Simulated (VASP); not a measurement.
# CdS (Hawleyite) (F-43m) in VASP: further runs

The runs below take CdS (Hawleyite) through G0W0 quasiparticle levels, with PBE.

Program: VASP 6.6.1. These are calculated values, not measurements. Logs are shortened: lines on timing, memory, paths and dates and some standing lists are left out, and cuts for length are marked.

## 1. Starting point

The structure is cubic, space group F-43m (No. 216). Conventional cell: a = 5.833 Å, b = 5.833 Å, c = 5.833 Å, α = 90.00°, β = 90.00°, γ = 90.00°. Cd (site symmetry -43m) has 4 S at 2.53 Å as nearest neighbours. S (site symmetry -43m) is surrounded by 4 Cd at 2.53 Å.

## 2. G0W0 quasiparticle levels, PBE

The input, POSCAR:

```
CdS
1.0
    0.0000000000      2.9165000000      2.9165000000
    2.9165000000      0.0000000000      2.9165000000
    2.9165000000      2.9165000000      0.0000000000
Cd S
1 1
Direct
    0.0000000000      0.0000000000      0.0000000000
    0.7500000000      0.7500000000      0.7500000000
```

The input, INCAR.step1:

```
SYSTEM = CdS
  PREC = Accurate
  ENCUT = 520
  EDIFF = 1E-8
  ISMEAR = 0
  SIGMA = 0.01
  LREAL = .FALSE.
  LASPH = .TRUE.
  NELM = 80
  ALGO = Normal
  LWAVE = .TRUE.
  LCHARG = .FALSE.
  GGA = PE
```

The input, INCAR.step2:

```
SYSTEM = CdS
  PREC = Accurate
  ENCUT = 520
  EDIFF = 1E-8
  ISMEAR = 0
  SIGMA = 0.01
  LREAL = .FALSE.
  LASPH = .TRUE.
  NELM = 1
  ALGO = Exact
  LWAVE = .TRUE.
  LCHARG = .FALSE.
  GGA = PE
  NBANDS = 68
  LOPTICS = .TRUE.
  ISTART = 1
```

The input, INCAR.step3:

```
SYSTEM = CdS
  PREC = Accurate
  ENCUT = 520
  EDIFF = 1E-8
  ISMEAR = 0
  SIGMA = 0.01
  LREAL = .FALSE.
  LASPH = .TRUE.
  ALGO = EVGW0
  LWAVE = .FALSE.
  LCHARG = .FALSE.
  GGA = PE
  NELMGW = 1
  NBANDS = 68
  ENCUTGW = 150
  NOMEGA = 48
  PRECFOCK = Fast
  ISTART = 1
  NBANDSGW = 17
```

The input, KPOINTS:

```
regular mesh
0
G
  3 3 3
  0 0 0
```

Potentials or basis: VASP PAW PBE potentials, release 64 (Cd_GW, S_GW).

Started as:

```
$ cat potpaw_PBE.64/Cd_GW/POTCAR potpaw_PBE.64/S_GW/POTCAR > POTCAR
$ cp INCAR.step1 INCAR
$ mpirun -np 1 vasp_std > vasp.out
$ cp INCAR.step2 INCAR
$ mpirun -np 1 vasp_std > vasp.out
$ cp INCAR.step3 INCAR
$ mpirun -np 1 vasp_std > vasp.out
```

OUTCAR:

```text
SYSTEM = CdS
   PREC = Accurate
   ENCUT = 520
   EDIFF = 1E-8
   ISMEAR = 0
   LREAL = .FALSE.
   LASPH = .TRUE.
   GGA = PE
   NELMGW = 1
   ENCUTGW = 150
   PRECFOCK = Fast
   ISTART = 1

 Found      4 irreducible k-points:

 Following reciprocal coordinates:
            Coordinates               Weight
  0.000000  0.000000  0.000000      1.000000
  0.333333  0.000000  0.000000      8.000000
  0.333333  0.333333  0.000000      6.000000
 -0.333333  0.333333  0.000000     12.000000
   k-points           NKPTS =      4   k-points in BZ     NKDIM =     27   number of bands    NBANDS=     68
   number of dos      NEDOS =    301   number of ions     NIONS =      2
   total plane-waves  NPLWV =  32768
   dimension x,y,z NGX =    32 NGY =   32 NGZ =   32
   dimension x,y,z NGXF=    64 NGYF=   64 NGZF=   64
   ions per type =               1   1
   NGX,Y,Z   is equivalent  to a cutoff of  12.90, 12.90, 12.90 a.u.
   NGXF,Y,Z  is equivalent  to a cutoff of  25.80, 25.80, 25.80 a.u.
 SYSTEM =  CdS
   PREC   = accura    normal or accurate (medium, high low for compatibility)
   ISTART =      1    job   : 0-new  1-cont  2-samecut
   ICHARG =      0    charge: 1-file 2-atom 10-const
   ISPIN  =      1    spin polarized calculation?
   LNONCOLLINEAR =      F non collinear calculations
   LSORBIT =      F    spin-orbit coupling
   LASPH  =      T    aspherical Exc in radial PAW
   ENCUT  =  520.0 eV  38.22 Ry    6.18 a.u.   7.67  7.67  7.67*2*pi/ulx,y,z
   NELM   =     60;   NELMIN=  2; NELMDL=  0     # of ELM steps
   EDIFF  = 0.1E-07   stopping-criterion for ELM
   LREAL  =      F    real-space projection
   EDIFFG = 0.1E-06   stopping-criterion for IOM
   NSW    =      0    number of steps for IOM
   IBRION =     -1    ionic relax: 0-MD 1-quasi-New 2-CG
   NFREE  =      0    steps in history (QN), initial steepest desc. (CG)
   ISIF   =      0    stress and relaxation
   ISYM   =      3    0-nonsym 1-usesym 2-fastsym
   POTIM  = 0.5000    time-step for ionic-motion
   TEBEG  =    0.0;   TEEND  =   0.0 temperature during run
   PSTRESS=    0.0 pullay stress
   NELECT =      18.0000    total number of electrons
   NUPDOWN=      -1.0000    fix difference up-down
   EMIN   =  10.00;   EMAX   =-10.00  energy-range for DOS
   EFERMI =   0.00;   METHOD = LEGACY
   ISMEAR =     0;   SIGMA  =   0.01  broadening in eV -4-tet -1-fermi 0-gaus
   EFERMI_NEDOS =   21; number of points for ismear=-14 and -15
   IALGO  =     38    algorithm
   IMIX   =      4    mixing-type and parameters
     AMIX     =   0.40;   BMIX     =  1.00
     AMIX_MAG =   1.60;   BMIX_MAG =  1.00
  volume/ion in A,a.u.               =      24.81       167.41
  Fermi-wavevector in a.u.,A,eV,Ry     =   1.167599  2.206442 18.548649  1.363287
  Thomas-Fermi vector in A             =   2.304097
   LORBIT       =      0    0 simple, 1 ext, 2 COOP (PROOUT), +10 PAW based schemes
   GGA     = PE    functional components
   LHFCALC =     T    Hartree Fock is set to
   PRECFOCK=fast      Normal, Fast or Accurate (Low or Medium for compatibility)
   ENCUT4O =  -1.0   cutoff for four orbital integrals eV
   NKREDX  =     1    reduce k-point grid by
   NKREDY  =     1    reduce k-point grid by
   NKREDZ  =     1    reduce k-point grid by
   AEXX    =    1.0000 exact exchange contribution
   HFSCREEN=    0.0000 screening length (either q_TF or 0.3 A-1)
   HFSCREENC=   0.0000 screening length for correlation (either q_TF or 0.3 A-1)
   ENCUTFOCK=  -1.0 apply spherical cutoff to Coloumb kernel
   IVDW    =     0    specifies the selected vdW correction
   LEPSILON=     F    determine dielectric tensor
   LRPA    =     F    only Hartree local field effects (RPA)
   LRPAFORCE           =     F    calculate RPA forces
   ENCUTGW             = 150.0    cutoff for response function in eV
   ENCUTGWSOFT         = 120.0    soft cutoff for Coulomb kernel in GW response function in eV
   ENCUTLF             =  -1.0    cutoff for local field effects
   NELMGW              =     1    number of iterations in solving QP/BSE equation
   NELMHF              =     1    number of iterations in the inner HF iteration
   NKREDLFX            =     1    NKREDLFY  =   1   NKREDLFZ  =   1
 non-spin polarized calculation
 Gauss-broadening in eV      SIGMA  =   0.01
  energy-cutoff  :      520.00
  volume of cell :       49.62
 maximum number of plane-waves:      1363
 NGX is ok and might be reduce to    30
  NGX = 18; NGY = 18; NGZ = 18
   NGX = 15   NGY = 15   NGZ = 15
 maximum number of plane-waves:       212
 NGX is ok and might be reduce to    18

 QP shifts <psi_nk| G(iteration)W_0 |psi_nk>: iteration 1
 for sc-GW calculations column KS-energies equals QP-energies in previous step
 and V_xc(KS)=  KS-energies - (<T + V_ion + V_H > + <T+V_H+V_ion>^1  + <V_x>^1)

 k-point   1 :       0.0000    0.0000    0.0000
  band No.  KS-energies  QP-energies   sigma(KS)   V_xc(KS)     V^pw_x(r,r')   Z            occupation Imag(sigma)

      1      -9.6269      -9.8644     -13.3669     -12.9923     -20.9027       0.6341       2.0000       1.2091
      2      -5.0685      -6.3421     -17.0304     -15.1704     -22.9429       0.6847       2.0000       0.3489
      3      -5.0685      -6.3421     -17.0304     -15.1704     -22.9429       0.6847       2.0000       0.3489
      4      -5.0685      -6.3421     -17.0304     -15.1704     -22.9429       0.6847       2.0000       0.3489
      5      -4.5977      -5.9625     -17.4624     -15.4957     -23.2512       0.6940       2.0000       0.3145
      6      -4.5977      -5.9625     -17.4624     -15.4957     -23.2512       0.6940       2.0000       0.3145
      7       2.7317       2.3424     -14.3553     -13.8229     -16.9517       0.7314       2.0000       0.1467
      8       2.7317       2.3424     -14.3553     -13.8229     -16.9517       0.7314       2.0000       0.1467
      9       2.7317       2.3424     -14.3553     -13.8229     -16.9517       0.7314       2.0000       0.1467
     10       3.8352       4.1096      -9.4738      -9.8350      -5.6008       0.7595       0.0000      -0.0767
     11       9.2047       9.7347      -9.0844      -9.7898      -4.8442       0.7512       0.0000      -0.1237
     12       9.2047       9.7347      -9.0844      -9.7898      -4.8442       0.7512       0.0000      -0.1237
     13       9.2047       9.7347      -9.0844      -9.7898      -4.8442       0.7512       0.0000      -0.1237
     14      14.0794      14.7569      -9.8011     -10.7274      -4.9392       0.7314       0.0000      -0.2722
     15      14.0794      14.7569      -9.8011     -10.7274      -4.9392       0.7314       0.0000      -0.2722
     16      14.1402      14.2800      -7.7031      -7.8903      -2.3984       0.7471       0.0000      -0.3738
     17      15.9593      15.9502      -7.2281      -7.2160      -2.1085       0.7501       0.0000      -0.4785

 k-point   2 :       0.3333    0.0000    0.0000
  band No.  KS-energies  QP-energies   sigma(KS)   V_xc(KS)     V^pw_x(r,r')   Z            occupation Imag(sigma)

      1      -9.3038      -9.5562     -13.8204     -13.4196     -21.2670       0.6298       2.0000       1.1224
      2      -4.9704      -6.2575     -17.1196     -15.2469     -23.0172       0.6873       2.0000       0.3472
      3      -4.9704      -6.2575     -17.1196     -15.2469     -23.0172       0.6873       2.0000       0.3472
      4      -4.5972      -5.8444     -16.8496     -15.0451     -22.6182       0.6912       2.0000       0.3542
      5      -4.5807      -5.9469     -17.4814     -15.5172     -23.2832       0.6955       2.0000       0.3139
      6      -4.5807      -5.9469     -17.4814     -15.5172     -23.2832       0.6955       2.0000       0.3139
      7      -0.6977      -1.2911     -12.6271     -11.7847     -15.7302       0.7045       2.0000       0.2166
      8       2.1500       1.7087     -13.9434     -13.3375     -16.6015       0.7283       2.0000       0.1501
      9       2.1500       1.7087     -13.9434     -13.3375     -16.6015       0.7283       2.0000       0.1501
     10       5.6649       6.0700      -9.6147     -10.1511      -5.6156       0.7552       0.0000      -0.0914
     11       9.4210       9.7641      -9.4710      -9.9394      -5.0591       0.7324       0.0000      -0.1513
     12       9.7499      10.2513      -9.0983      -9.7715      -4.7765       0.7449       0.0000      -0.1360
     13       9.7499      10.2513      -9.0983      -9.7715      -4.7765       0.7449       0.0000      -0.1360
     14      13.6757      13.6382      -7.2032      -7.1535      -2.2389       0.7518       0.0000      -0.3230
     15      13.7007      14.2416      -9.2830     -10.0132      -4.4390       0.7408       0.0000      -0.2763
     16      13.7007      14.2416      -9.2830     -10.0132      -4.4390       0.7408       0.0000      -0.2763
     17      18.3214      18.9487      -9.4554     -10.2814      -3.6694       0.7595       0.0000      -0.7789

 k-point   3 :       0.3333    0.3333    0.0000
  band No.  KS-energies  QP-energies   sigma(KS)   V_xc(KS)     V^pw_x(r,r')   Z            occupation Imag(sigma)

      1      -9.2013      -9.4624     -13.9760     -13.5614     -21.3931       0.6297       2.0000       1.0942
      2      -4.8463      -6.1427     -16.7912     -14.9171     -22.5345       0.6918       2.0000       0.3476
      3      -4.8209      -6.1251     -17.2973     -15.4109     -23.1973       0.6913       2.0000       0.3393
      4      -4.8209      -6.1251     -17.2973     -15.4109     -23.1973       0.6913       2.0000       0.3393
      5      -4.5328      -5.9035     -17.5333     -15.5669     -23.3399       0.6970       2.0000       0.3184
      6      -4.4827      -5.7619     -17.0605     -15.2170     -22.8212       0.6939       2.0000       0.3380
      7      -0.3892      -0.9507     -13.1569     -12.3651     -16.2058       0.7091       2.0000       0.2091
      8       1.2606       0.7474     -13.2850     -12.5725     -16.0611       0.7204       2.0000       0.1594
      9       1.2606       0.7474     -13.2850     -12.5725     -16.0611       0.7204       2.0000       0.1594
     10       6.5420       6.7181      -8.6341      -8.8663      -4.7732       0.7584       0.0000      -0.1068
     11       7.1463       7.6792      -9.9065     -10.6198      -5.8317       0.7471       0.0000      -0.0959
     12      11.0716      11.2990      -8.7596      -9.0658      -4.2501       0.7429       0.0000      -0.1884
     13      11.7908      12.3558      -9.6701     -10.4479      -4.8070       0.7265       0.0000      -0.2256
     14      11.7908      12.3558      -9.6701     -10.4479      -4.8070       0.7265       0.0000      -0.2256
     15      14.5516      15.2745      -9.7309     -10.7208      -4.6783       0.7303       0.0000      -0.2949
     16      18.0283      18.2436      -7.8816      -8.1655      -2.5440       0.7589       0.0000      -0.6056
     17      18.1512      18.8618     -10.0509     -11.0089      -4.2665       0.7419       0.0000      -0.7444

 k-point   4 :      -0.3333    0.3333    0.0000
  band No.  KS-energies  QP-energies   sigma(KS)   V_xc(KS)     V^pw_x(r,r')   Z            occupation Imag(sigma)

      1      -9.0987      -9.3749     -14.1617     -13.7263     -21.5525       0.6343       2.0000       1.0652
      2      -4.8900      -6.1958     -17.0950     -15.2032     -22.9431       0.6902       2.0000       0.3446
      3      -4.8170      -6.1211     -17.3013     -15.4162     -23.2006       0.6918       2.0000       0.3394
      4      -4.6469      -6.0072     -17.3769     -15.4184     -23.1830       0.6946       2.0000       0.3217
      5      -4.5751      -5.9433     -17.4727     -15.5079     -23.2760       0.6964       2.0000       0.3184
      6      -4.0335      -5.2676     -17.3680     -15.5953     -23.1491       0.6961       2.0000       0.3343
      7      -1.2095      -1.7573     -12.3647     -11.5764     -15.5266       0.6949       2.0000       0.2404
      8       0.1575      -0.4459     -12.4359     -11.5849     -15.3189       0.7090       2.0000       0.1819
      9       1.4326       0.9349     -13.4354     -12.7442     -16.1887       0.7201       2.0000       0.1578
     10       7.1241       7.5312      -9.3627      -9.9049      -5.3108       0.7508       0.0000      -0.1023
     11       8.4691       8.9239      -9.9399     -10.5597      -5.6878       0.7338       0.0000      -0.1267
     12      10.6619      10.9641      -9.2548      -9.6631      -4.8014       0.7399       0.0000      -0.1748
     13      11.1353      11.6692      -9.3359     -10.0606      -4.6644       0.7367       0.0000      -0.1860
     14      12.5452      12.9260      -8.7129      -9.2276      -3.7833       0.7397       0.0000      -0.2719
     15      13.9666      14.5597      -9.5296     -10.3340      -4.6384       0.7373       0.0000      -0.2985
     16      17.1126      17.6752      -9.4007     -10.1633      -3.8315       0.7378       0.0000      -0.5691
     17      17.7258      18.4474     -10.0574     -11.0259      -4.1782       0.7450       0.0000      -0.7428
```

It took 36 s on 1 thread of Intel Xeon 6975P-C (Granite Rapids), shared host; peak memory 0.46 GiB.

These settings aren't checked as converged: the numbers below hold their error.

Results:

| Item | Value |
| --- | --- |
| Band gap on the k mesh, mean-field level | 1.10 eV, direct |
| Quasiparticle gap | 1.77 eV |
| Least direct quasiparticle gap | 1.77 eV |

Caveat: the k mesh is coarse (spacing up to 0.62 Å⁻¹), so the values aren't converged; bands, screening cutoff and mesh are small and nothing is extrapolated, so the quasiparticle values aren't converged.

[end of part 1 of 3]
